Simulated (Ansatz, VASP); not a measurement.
## SiGe: VASP beside Ansatz

File POSCAR:

```
SiGe
1.0
    3.1998021872      0.0000000000      0.0000000000
    0.0000000000      3.1998021872      0.0000000000
    0.0000000000      0.0000000000      3.1998021872
Ge Si
1 1
Direct
    0.0000000000      0.0000000000      0.0000000000
    0.5000000000      0.5000000000      0.5000000000
```

The input INCAR.step1:

```
SYSTEM = SiGe
PREC = Accurate
ENCUT = 520
ISMEAR = -1
SIGMA = 0.03
LREAL = .False.
LASPH = .True.
NELM = 100
NBANDS = 16
GGA = PE
ALGO = Normal
EDIFF = 1E-4
LWAVE = .True.
LCHARG = .False.
```

The input INCAR.step2:

```
SYSTEM = SiGe
PREC = Accurate
ENCUT = 520
EDIFF = 1E-7
ISMEAR = -1
SIGMA = 0.03
LREAL = .False.
LASPH = .True.
NELM = 100
ALGO = Normal
ISIF = 2
LWAVE = .False.
LCHARG = .True.
METAGGA = R2SCAN
LMIXTAU = .True.
LUSE_VDW = .True.
IVDW_NL = 2
BPARAM = 11.95
CPARAM = 0.0093
LELF = .True.
LVHAR = .True.
NBANDS = 16
ISTART = 1
```

The input KPOINTS:

```
regular mesh
0
Gamma
  10 10 10
  0 0 0
```

Input for Ansatz:

```yaml
crystal:
  lattice:
    - [3.1998021872, 0.0, 0.0]
    - [0.0, 3.1998021872, 0.0]
    - [0.0, 0.0, 3.1998021872]
  atoms:
    - { symbol: Ge, position: [0.0, 0.0, 0.0] }
    - { symbol: Si, position: [0.5, 0.5, 0.5] }
kpoints:
  mp_grid: { grid: [10, 10, 10] }
  band_path:
    path: [[0.0, 0.0, 0.0], [0.0, 0.5, 0.0], [0.5, 0.5, 0.0], [0.5, 0.5, 0.5]]
    npoints: 1
hamiltonian:
  xc: r2scan
  dispersion: rvv10
scf:
  occupations: { method: fermi_dirac, width: 0.03 }
  n_extra_bands: 4
output:
  forces: true
  stress: true
  eigenvalues: true
  write_density: true
  write_potential: true
  elf: true
  volumetric_format: npy
```

Alike in both runs: task single point; functional r2SCAN; dispersion rVV10; k mesh 10 × 10 × 10; occupations fermi-dirac, width 0.03 eV; no spin polarisation.

|  | VASP | Ansatz |
| --- | --- | --- |
| version | VASP 6.6.1 | Ansatz 0.2.0 |
| potentials or method | VASP PAW PBE potentials, release 64 (Ge_d, Si) | plane waves, PAW |
| plane-wave cutoff (eV) | 520 | 500 |
| valence electrons in the cell | 18 | 18 |

Ansatz gave:

* pressure (GPa): 0.5

Problem. Which values does VASP return?

Solution. Pressure (GPa): 0.4.

Caveats: the PAW data sets were made with another functional, which shifts forces and pressure a little (VASP).
